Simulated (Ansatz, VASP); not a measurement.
**Rh in VASP and in Ansatz**

File INCAR:

```
SYSTEM = Rh
  PREC = Accurate
  ENCUT = 520
  EDIFF = 1E-8
  ISMEAR = -1
  SIGMA = 0.05
  LREAL = .FALSE.
  LASPH = .TRUE.
  NELM = 60
  ALGO = Normal
  ISIF = 2
  LWAVE = .FALSE.
  LCHARG = .FALSE.
  GGA = PE
  LEFG = .TRUE.
  NBANDS = 14
```

Contents of KPOINTS:

```
Automatic mesh
0
G
  16 16 16
  0 0 0
```

POSCAR

```
Rh
1.0
    0.0000000000      1.8894027281      1.8894027281
    1.8894027281      0.0000000000      1.8894027281
    1.8894027281      1.8894027281      0.0000000000
Rh
1
Direct
    0.0000000000      0.0000000000      0.0000000000
```

Input for Ansatz:

```yaml
crystal:
  lattice:
    - [0.0, 1.8894027281, 1.8894027281]
    - [1.8894027281, 0.0, 1.8894027281]
    - [1.8894027281, 1.8894027281, 0.0]
  atoms:
    - { symbol: Rh, position: [0.0, 0.0, 0.0] }
kpoints:
  mp_grid: { grid: [16, 16, 16] }
scf:
  occupations: { method: fermi_dirac, width: 0.05 }
hamiltonian:
  xc: pbe
  pseudopotentials: { kind: all_electron, datasets: crystal }
output:
  forces: true
  stress: true
  eigenvalues: true
  efg: { contact_densities: true }
```

Change from the starting cell: volume scaled by 0.96, crystal datasets.

Alike in both runs: task electric field gradients; functional PBE; k mesh 16 × 16 × 16; occupations fermi-dirac, width 0.05 eV; no spin polarisation.

|  | VASP | Ansatz |
| --- | --- | --- |
| version | VASP 6.6.1 | Ansatz 0.2.0 |
| potentials or method | VASP PAW PBE potentials, release 64 (Rh_pv) | all-electron PAW with datasets made for the crystal, scalar-relativistic |
| plane-wave cutoff (eV) | 520 | see its input |

VASP gave:

```
pressure (GPa)                                                 : 11.7
Vzz of the field gradient on the site that differs most (V/Å²) : 0.0
```

Estimate Ansatz's values.

pressure (GPa): 11.6; Vzz of the field gradient on the site that differs most (V/Å²): 0.0.

Ansatz ran all-electron here, so the differences hold the error of VASP's frozen core and of both bases. Ansatz warned: «gradients_without_spin_orbit».
